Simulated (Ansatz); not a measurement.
A (110) slab of C (R-3m (No. 166)), 9 planes, outer planes C (top) and C (bottom), with 18 atoms (C18) in a surface cell of A = 15.324 Å², as cut from the bulk:

```xyz
18
Lattice="3.8680 0.0000 0.0000 -1.5631 3.9617 0.0000 0.0000 0.0000 24.8356" Properties=species:S:1:pos:R:3 pbc="T T T"
C     1.4133    1.3207    7.5000
C     0.8917    2.6411    7.5000
C     0.6317    3.3016    8.7295
C     1.6732    0.6602    8.7295
C     1.4133    1.3207    9.9589
C     0.8917    2.6411    9.9589
C     0.6317    3.3016   11.1884
C     1.6732    0.6602   11.1884
C     1.4133    1.3207   12.4178
C     0.8917    2.6411   12.4178
C     0.6317    3.3016   13.6473
C     1.6732    0.6602   13.6473
C     1.4133    1.3207   14.8767
C     0.8917    2.6411   14.8767
C     0.6317    3.3016   16.1062
C     1.6732    0.6602   16.1062
C     1.4133    1.3207   17.3356
C     0.8917    2.6411   17.3356
```

All numbers below come from DFT PBEsol, scalar-relativistic, plane waves, PAW (Ansatz 0.2.0). Plane waves to 420 eV, a k mesh through Γ of 10×9×1 on the computed 18-atom cell and Gaussian smearing (0.05 eV); no spin polarisation. The cell repeats along c with a dipole correction in the vacuum.

Against the same 18 atoms in the bulk, the slab as cut lies 11.071 eV higher and the relaxed slab 9.049 eV higher.

Q: Work out the surface energy before and after relaxation.

A: The slab has two faces, so γ = (E_slab − N·E_bulk)/(2A), the mean of both. As cut: 11.071/(2 × 15.324) = 0.3612 eV/Å², and 1 eV/Å² = 16.02 J/m², so γ = 5.79 J/m². Relaxed: 9.049/(2 × 15.324) = 0.2953 eV/Å² = 4.73 J/m². Relaxation recovers 18 % of the cost of cutting.

Q: What is the ideal work of this cut, per area?

A: Griffith's ideal work is 2γ: 11.57 J/m² if the new faces stay rigid, 9.46 J/m² if they relax. One thickness was run, 9 planes, so γ can still shift with it.

The smearing is narrow for a metal on this mesh.